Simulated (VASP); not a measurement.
Cd:

```
CELL_PARAMETERS angstrom
-1.78432 1.78432 1.78432
1.78432 -1.78432 1.78432
1.78432 1.78432 -1.78432
ATOMIC_POSITIONS crystal
Cd 0.00000 0.00000 0.00000
```

This isn't the form of Cd at room conditions, which is hcp.

```yaml
Program: VASP 6.6.1
Task: relaxation of cell and atoms
Functional: LDA
Potentials_or_basis: VASP PAW LDA potentials, release 64 (Cd)
Cutoff: 600 eV
k_mesh: 10 × 10 × 10
Occupations: fermi-dirac, width 0.05 eV
Spin: no spin polarisation
```

At the start: pressure -4.9 GPa; volume 22.72 Å³/atom.

Q: How do energy, volume and symmetry change on relaxing?

A: Over 3 steps the energy falls by 42.0 meV/atom and the volume is 20.36 Å³/atom (-10.4 %); space group Im-3m (No. 229, to 0.05 Å).

The path:
```tsv
step	energy change (eV)	largest force (eV/Å)	pressure (GPa)	volume (Å³)
1	0.0000	0.0000	-4.88	22.72
2	-0.0418	0.0000	-0.51	20.52
3	-0.0420	0.0000	0.01	20.36
```

Final structure:
```
Cd
1.0
    -1.72028    1.72028    1.72028
     1.72028   -1.72028    1.72028
     1.72028    1.72028   -1.72028
Cd
1
Direct
  0.00000 0.00000 0.00000
```
